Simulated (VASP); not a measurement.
A run of VASP 6.6.1 is set up as follows.

INCAR

```
  ALGO = Normal
  EDIFF = 1E-6
  ENCUT = 520
  GGA = PS
  ISIF = 2
  ISMEAR = 0
  LASPH = True
  LCHARG = False
  LREAL = False
  LWAVE = False
  NBANDS = 16
  NELM = 100
  PREC = Accurate
  SIGMA = 0.02
```

The input KPOINTS:

```
k-points
0
Gamma
  14 14 14
```

POSCAR

```
GaP
1.0
    0.0000000000      2.7183900000      2.7183900000
    2.7183900000      0.0000000000      2.7183900000
    2.7183900000      2.7183900000      0.0000000000
Ga P
1 1
Direct
    0.0000000000      0.0000000000      0.0000000000
    0.7500000000      0.7500000000      0.7500000000
```

Potentials or basis: VASP PAW PBE potentials, release 64 (Ga_d, P).

Launch:

```bash
$ cat potpaw_PBE.64/Ga_d/POTCAR potpaw_PBE.64/P/POTCAR > POTCAR
$ mpirun -np 1 vasp_std > vasp.out
```

Task: What does it give for the band gap on the k mesh?

Result: 1.45 eV, indirect (least direct gap 1.81 eV).

Task: Estimate the pressure.

Result: 0.0 GPa.

Caveat: the PAW data sets were made with another functional, which shifts forces and pressure a little.

**The experiment to reproduce.**

From “Stacking defects in GaP nanowires: Electronic structure and optical properties”, 2018, arxiv:1810.01194, for a bulk crystal of GaP at 10 K: band gap 2.34 eV (indirect).

Against the measured gap of GaP, 2.34 eV (indirect; 10 K; quoted in “Stacking defects in GaP nanowires: Electronic structure and optical properties”, 2018, arxiv:1810.01194), the calculated 1.45 eV is off by -0.89 eV. Spin-orbit coupling on Ga is left out. The value is that of PBEsol on a finite k mesh, which can miss the band edges, without temperature or zero-point motion. Semilocal functionals fall short of measured gaps as a rule. The cell is a database's relaxed one, not the measured one, which moves gaps too.
